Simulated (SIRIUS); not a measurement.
## SiO2 in SIRIUS: the effect of functional

The system is SiO2.

```
Si O
1.0
    -4.47204    4.47204    2.61177
     4.47204   -4.47204    2.61177
     4.47204    4.47204   -2.61177
Si O
4 8
Direct
  0.82311 0.82311 0.64622
  0.17689 0.82311 0.00000
  0.82311 0.17689 0.00000
  0.17689 0.17689 0.35378
  0.00000 0.79145 0.79145
  0.20855 0.00000 0.20855
  0.79145 0.00000 0.79145
  0.00000 0.20855 0.20855
  0.00000 0.00000 0.50000
  0.50000 0.00000 0.00000
  0.00000 0.50000 0.00000
  0.50000 0.50000 0.50000
```

The cell comes from a database or a generator and needn't be the stable form of this composition.

Alike in all runs:

| Quantity | Value |
| --- | --- |
| Program | SIRIUS 7.12.0 |
| Task | single point |
| Potentials or basis | PseudoDojo 0.4.1 PBE standard (scalar relativistic) |
| Cutoff | 1152 eV |
| Density cutoff | 4606 eV |
| k mesh | 3 × 3 × 3 |
| Occupations | fermi-dirac, width 0.05 eV |
| Spin | no spin polarisation |

```csv
functional,gap on the mesh (eV),pressure (GPa),largest force (eV/Å)
LDA,5.25,1.7,0.12
PBEsol,?,?,?
RPBE,5.55,4.0,0.22
revPBE,5.70,3.9,0.21
BLYP,5.49,5.4,0.24
PW91,5.51,3.2,0.18
AM05,5.69,2.5,0.16
EV93PW91,5.48,6.6,0.32
LDA-PZ,5.25,1.8,0.13
LDA-VWN,5.26,1.6,0.12
```

Problem. What does the run with functional PBEsol give?

Solution. gap on the mesh 5.54 eV; pressure 2.3 GPa; largest force 0.15 eV/Å.

Caveats: all runs use coarse meshes; the potentials were made for another functional, which shifts forces and pressure; the potentials were made for a functional far from this one (some runs).

Runs at the PBE level aren't shown here.
